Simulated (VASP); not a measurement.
# AlN (P6_3mc) in VASP: further runs

One crystal, AlN, is run at these levels: PBE; tasks: relaxation of cell and atoms.

All numbers are computed with VASP 6.6.1; they aren't measurements. Logs are shortened: lines on timing, memory, paths and dates and some standing lists are left out, and cuts for length are marked.

## 1. The crystal as given

The structure is hexagonal, space group P6_3mc (No. 186). Conventional cell: a = 3.113 Å, b = 3.113 Å, c = 4.981 Å, α = 90.00°, β = 90.00°, γ = 120.00°. Al (site symmetry 3m) has 4 N at 1.89 Å as nearest neighbours. N (site symmetry 3m) has 4 Al at 1.89 Å as nearest neighbours.

## 2. Relaxation of cell and atoms, PBE

Contents of INCAR:

```
  PREC = Accurate
  ENCUT = 600
  EDIFF = 1E-6
  ISMEAR = 0
  SIGMA = 0.03
  LREAL = False
  LASPH = True
  NELM = 80
  ALGO = Normal
  ISIF = 3
  LWAVE = False
  LCHARG = False
  GGA = PE
  IBRION = 2
  NSW = 90
  EDIFFG = -0.01
  KPAR = 4
```

Contents of KPOINTS:

```
regular mesh
0
Gamma
  12 12 6
```

Contents of POSCAR:

```
AlN
1.0
    3.1130000000      0.0000000000      0.0000000000
   -1.5565000000      2.6959370800      0.0000000000
    0.0000000000      0.0000000000      4.9810000000
Al N
2 2
Direct
    0.3333333300      0.6666666700      0.0000000000
    0.6666666700      0.3333333300      0.5000000000
    0.3333333300      0.6666666700      0.3800000000
    0.6666666700      0.3333333300      0.8800000000
```

Potentials or basis: VASP PAW PBE potentials, release 64 (Al, N).

Run with:

```console
$ cat potpaw_PBE.64/Al/POTCAR potpaw_PBE.64/N/POTCAR > POTCAR
$ mpirun -np 4 vasp_std > vasp.out
```

OUTCAR:

```text
PREC = Accurate
   ENCUT = 600
   EDIFF = 1E-6
   ISMEAR = 0
   LREAL = False
   LASPH = True
   NELM = 80
   ISIF = 3
   GGA = PE
   IBRION = 2
   NSW = 90
   EDIFFG = -0.01

 ion  position               nearest neighbor table
   1  0.333  0.667  0.000-   3 1.89   4 1.89   4 1.89   4 1.89   2 3.07   2 3.07   2 3.07   2 3.07
                             2 3.07   2 3.07
   2  0.667  0.333  0.500-   4 1.89   3 1.89   3 1.89   3 1.89   1 3.07   1 3.07   1 3.07   1 3.07
                             1 3.07   1 3.07
   3  0.333  0.667  0.380-   1 1.89   2 1.89   2 1.89   2 1.89
   4  0.667  0.333  0.880-   2 1.89   1 1.89   1 1.89   1 1.89

  LATTYP: Found a hexagonal cell.
 ALAT       =     3.1130000000
 C/A-ratio  =     1.6000642467

  Lattice vectors:

 A1 = (   3.1130000000,   0.0000000000,   0.0000000000)
 A2 = (  -1.5565000000,   2.6959370800,   0.0000000000)
 A3 = (   0.0000000000,   0.0000000000,   4.9810000000)

Analysis of symmetry for initial positions (statically):
=====================================================================
 Subroutine PRICEL returns:
 Original cell was already a primitive cell.

 Routine SETGRP: Setting up the symmetry group for a
 hexagonal supercell.

 Subroutine GETGRP returns: Found 12 space group operations
 (whereof  6 operations were pure point group operations)
 out of a pool of 24 trial point group operations.

The static configuration has the point symmetry C_3v.
 The point group associated with its full space group is C_6v.

Analysis of symmetry for dynamics (positions and initial velocities):
=====================================================================
 Subroutine PRICEL returns:
 Original cell was already a primitive cell.

 Routine SETGRP: Setting up the symmetry group for a
 hexagonal supercell.

 Subroutine GETGRP returns: Found 12 space group operations
 (whereof  6 operations were pure point group operations)
 out of a pool of 24 trial point group operations.

The dynamic configuration has the point symmetry C_3v.
 The point group associated with its full space group is C_6v.

 Subroutine INISYM returns: Found 12 space group operations
 (whereof  6 operations are pure point group operations),
 and found     1 'primitive' translations

----------------------------------------------------------------------------------------

                                     Primitive cell

  volume of cell :      41.8028

  direct lattice vectors                    reciprocal lattice vectors
     3.113000000  0.000000000  0.000000000     0.321233537  0.185464269  0.000000000
    -1.556500000  2.695937080  0.000000000     0.000000000  0.370928538  0.000000000
     0.000000000  0.000000000  4.981000000     0.000000000  0.000000000  0.200762899

  length of vectors
     3.113000000  3.112999998  4.981000000     0.370928538  0.370928538  0.200762899

  position of ions in fractional coordinates (direct lattice)
     0.333333330  0.666666670  0.000000000
     0.666666670  0.333333330  0.500000000
     0.333333330  0.666666670  0.380000000
     0.666666670  0.333333330  0.880000000

  ion indices of the primitive-cell ions
   primitive index   ion index
                 1           1
                 2           2
                 3           3
                 4           4

----------------------------------------------------------------------------------------

 KPOINTS: regular mesh

Automatic generation of k-mesh.
 Grid dimensions read from file:
 generate k-points for:   12   12    6

 Generating k-lattice:

  Cartesian coordinates                     Fractional coordinates (reciprocal lattice)
     0.026769461  0.015455356  0.000000000     0.083333333 -0.000000000  0.000000000
     0.000000000  0.030910712  0.000000000     0.000000000  0.083333333  0.000000000
     0.000000000  0.000000000  0.033460483     0.000000000  0.000000000  0.166666667

  Length of vectors
     0.030910711  0.030910712  0.033460483

  Shift w.r.t. Gamma in fractional coordinates (k-lattice)
     0.000000000  0.000000000  0.000000000

 Subroutine IBZKPT returns following result:
 ===========================================

 Found     76 irreducible k-points:

 Following reciprocal coordinates:
            Coordinates               Weight
  0.000000  0.000000  0.000000      1.000000
  0.083333  0.000000  0.000000      6.000000
  0.166667  0.000000  0.000000      6.000000
  0.250000  0.000000  0.000000      6.000000
  0.333333  0.000000  0.000000      6.000000
  0.416667  0.000000  0.000000      6.000000
[... 16 lines left out ...]
  0.250000  0.000000  0.166667     12.000000
  0.333333  0.000000  0.166667     12.000000
 [... further k-points ...]
   k-points           NKPTS =     76   k-points in BZ     NKDIM =     76   number of bands    NBANDS=     12
   number of dos      NEDOS =    301   number of ions     NIONS =      4
   total plane-waves  NPLWV =  31360
   dimension x,y,z NGX =    28 NGY =   28 NGZ =   40
   dimension x,y,z NGXF=    56 NGYF=   56 NGZF=   80
   ions per type =               2   2
   NGX,Y,Z   is equivalent  to a cutoff of  14.95, 14.95, 13.35 a.u.
   NGXF,Y,Z  is equivalent  to a cutoff of  29.91, 29.91, 26.70 a.u.
 SYSTEM =  unknown system
   PREC   = accura    normal or accurate (medium, high low for compatibility)
   ISTART =      0    job   : 0-new  1-cont  2-samecut
   ICHARG =      2    charge: 1-file 2-atom 10-const
   ISPIN  =      1    spin polarized calculation?
   LNONCOLLINEAR =      F non collinear calculations
   LSORBIT =      F    spin-orbit coupling
   LASPH  =      T    aspherical Exc in radial PAW
   ENCUT  =  600.0 eV  44.10 Ry    6.64 a.u.   6.22  6.22  9.95*2*pi/ulx,y,z
   NELM   =     80;   NELMIN=  2; NELMDL= -5     # of ELM steps
   EDIFF  = 0.1E-05   stopping-criterion for ELM
   LREAL  =      F    real-space projection
   EDIFFG = -.1E-01   stopping-criterion for IOM
   NSW    =     90    number of steps for IOM
   IBRION =      2    ionic relax: 0-MD 1-quasi-New 2-CG
   NFREE  =      1    steps in history (QN), initial steepest desc. (CG)
   ISIF   =      3    stress and relaxation
   ISYM   =      2    0-nonsym 1-usesym 2-fastsym
   POTIM  = 0.5000    time-step for ionic-motion
   TEBEG  =    0.0;   TEEND  =   0.0 temperature during run
   PSTRESS=    0.0 pullay stress
   NELECT =      16.0000    total number of electrons
   NUPDOWN=      -1.0000    fix difference up-down
   EMIN   =  10.00;   EMAX   =-10.00  energy-range for DOS
   EFERMI =   0.00;   METHOD = LEGACY
   ISMEAR =     0;   SIGMA  =   0.03  broadening in eV -4-tet -1-fermi 0-gaus
   EFERMI_NEDOS =   21; number of points for ismear=-14 and -15
   IALGO  =     38    algorithm
   IMIX   =      4    mixing-type and parameters
     AMIX     =   0.40;   BMIX     =  1.00
     AMIX_MAG =   1.60;   BMIX_MAG =  1.00
  volume/ion in A,a.u.               =      10.45        70.52
  Fermi-wavevector in a.u.,A,eV,Ry     =   1.188629  2.246183 19.222843  1.412839
  Thomas-Fermi vector in A             =   2.324754
   LORBIT       =      0    0 simple, 1 ext, 2 COOP (PROOUT), +10 PAW based schemes
   GGA     = PE    functional components
   LHFCALC =     F    Hartree Fock is set to
   AEXX    =    0.0000 exact exchange contribution
   IVDW    =     0    specifies the selected vdW correction
   LEPSILON=     F    determine dielectric tensor
   LRPA    =     F    only Hartree local field effects (RPA)
 conjugate gradient relaxation of ions
 non-spin polarized calculation
 Gauss-broadening in eV      SIGMA  =   0.03
  energy-cutoff  :      600.00
  volume of cell :       41.80
 maximum number of plane-waves:      1412
 NGX is ok and might be reduce to    28
   NGX = 13   NGY = 13   NGZ = 19

--------------------------------------- Ionic step        1  -------------------------------------------

 number of electron      16.0000000 magnetization

 Free energy of the ion-electron system (eV)
  ---------------------------------------------------
  ext. energy  EPLUGINS =         0.00000000
  ---------------------------------------------------
  free energy    TOTEN  =       -29.77433057 eV

  energy without entropy =      -29.77433057  energy(sigma->0) =      -29.77433057

------------------------ aborting loop because EDIFF is reached ----------------------------------------

  FORCE on cell =-STRESS in cart. coord.  units (eV):
  Direction    XX          YY          ZZ          XY          YZ          ZX
  --------------------------------------------------------------------------------------
  -------------------------------------------------------------------------------------
  Total        0.7297040      0.7297040      1.1617999      0.0000000      0.0000000      0.0000000
  in kB       27.9673881     27.9673881     44.5283406      0.0000000      0.0000000      0.0000000
  external PRESSURE =      33.4877056 kB  Pullay stress =       0.0000000 kB
[... 61 lines left out ...]
  energy  without entropy=      -29.7760738819  energy(sigma->0) =      -29.77607388

--------------------------------------- Ionic step        3  -------------------------------------------

 number of electron      15.9999999 magnetization

 Free energy of the ion-electron system (eV)
  ---------------------------------------------------
  ext. energy  EPLUGINS =         0.00000000
  ---------------------------------------------------
  free energy    TOTEN  =       -29.78264085 eV

  energy without entropy =      -29.78264085  energy(sigma->0) =      -29.78264085

 E-fermi :   6.1764     XC(G=0): -10.8355

 val. band max:        5.9763197533   @ k =   0.0000   0.0000   0.0000
 cond. band min:      10.0414951774   @ k =   0.0000   0.0000   0.0000
 fundamental gap:      4.0651754241
 Fermi energy:         6.1764166617

 k-point     1 :       0.0000    0.0000    0.0000
  band No.  band energies     occupation
      1      -9.0972      2.00000
      2      -7.0120      2.00000
      3       0.0645      2.00000
      4       5.1407      2.00000
      5       5.1407      2.00000
      6       5.7815      2.00000
      7       5.7815      2.00000
      8       5.9763      2.00000
      9      10.0415      0.00000
     10      12.5146      0.00000
     11      16.4474      0.00000
     12      17.0311      0.00000
[... 331 lines left out ...]
 k-point    24 :       0.3333    0.0000    0.1667
  band No.  band energies     occupation
      1      -7.8018      2.00000
      2      -6.6084      2.00000
      3       1.1357      2.00000
      4       2.0826      2.00000
      5       2.6843      2.00000
      6       4.2440      2.00000
      7       5.1987      2.00000
      8       5.3368      2.00000
      9      11.7675      0.00000
     10      12.5857      0.00000
     11      14.3396      0.00000
     12      16.0287      0.00000

 [... further k-points ...]

------------------------ aborting loop because EDIFF is reached ----------------------------------------

  FORCE on cell =-STRESS in cart. coord.  units (eV):
  Direction    XX          YY          ZZ          XY          YZ          ZX
  --------------------------------------------------------------------------------------
  -------------------------------------------------------------------------------------
  Total        0.0186784      0.0186784     -0.0196717      0.0000000      0.0000000      0.0000000
  in kB        0.7041706      0.7041706     -0.7416167      0.0000000      0.0000000      0.0000000
  external PRESSURE =       0.2222415 kB  Pullay stress =       0.0000000 kB
[... 19 lines left out ...]
  FREE ENERGIE OF THE ION-ELECTRON SYSTEM (eV)
  ---------------------------------------------------
  free  energy   TOTEN  =       -29.7826408514 eV

  energy  without entropy=      -29.7826408514  energy(sigma->0) =      -29.78264085

 reached required accuracy - stopping structural energy minimisation
```

Wall time 27 s (4 MPI ranks of Intel Xeon Platinum 8259CL at 2.50GHz (Skylake/Cascade Lake), shared host); peak memory 0.2 GiB.

What came out:

```yaml
Free_energy: -29.7826 eV
Relaxed_volume: 10.62 Å³/atom
Relaxed_cell: a = 3.127 Å, b = 3.127 Å, c = 5.018 Å, α = 90.00°, β = 90.00°, γ = 120.00°
Space_group_after_relaxing_to_0.05_Å: P6_3mc (No. 186)
Energy_gained_by_relaxing: 2.1 meV/atom
Ionic_steps: 3
Pressure_after_relaxing: 0.0 GPa
Largest_force_after_relaxing: 0.004 eV/Å
Band_gap_on_the_k_mesh: 4.07 eV, direct
```

Forces in eV/Å, atoms in the order of the input:
```
Al   0.000  0.000 -0.004
Al   0.000  0.000 -0.004
N    0.000  0.000  0.004
N    0.000  0.000  0.004
```

Stress tensor (GPa, compression positive):
```
 0.07  0.00  0.00
 0.00  0.07  0.00
 0.00  0.00 -0.07
```

Step by step:
```csv
step,energy change (eV),largest force (eV/Å),pressure (GPa),volume (Å³)
1,0.0000,0.1289,3.35,41.80
2,-0.0017,0.0910,-2.80,43.14
3,-0.0083,0.0042,0.02,42.50
```

Final structure:
```yaml
crystal:
  lattice:
    - [3.12734, 0.00000, 0.00000]
    - [-1.56367, 2.70836, 0.00000]
    - [0.00000, 0.00000, 5.01754]
  atoms:
    - { symbol: Al, position: [0.33333, 0.66667, 0.99934] }
    - { symbol: Al, position: [0.66667, 0.33333, 0.49934] }
    - { symbol: N, position: [0.33333, 0.66667, 0.38066] }
    - { symbol: N, position: [0.66667, 0.33333, 0.88066] }
```

Levels at points of the mesh, in eV from the valence-band top:
| k point | band 4 | band 5 | band 6 | band 7 | band 8 | band 9 | band 10 | band 11 | band 12 |
| --- | --- | --- | --- | --- | --- | --- | --- | --- | --- |
| (0.00, 0.00, 0.00) | -0.84 | -0.84 | -0.19 | -0.19 | 0.00 | 4.07 | 6.54 | 10.47 | 11.05 |
| (0.50, 0.00, 0.00) | -4.12 | -3.29 | -2.05 | -1.74 | -0.68 | 5.77 | 5.78 | 8.05 | 10.16 |
| (0.00, 0.00, 0.50) | -3.30 | -0.52 | -0.52 | -0.52 | -0.52 | 6.33 | 6.33 | 10.18 | 10.18 |
| (0.50, 0.00, 0.50) | -5.52 | -1.43 | -1.43 | -1.34 | -1.34 | 5.25 | 5.25 | 9.16 | 9.16 |

A k mesh can miss the band edges. PBE usually gives volumes a little too large and moduli too small.

(Part 1 of 2 ends here.)
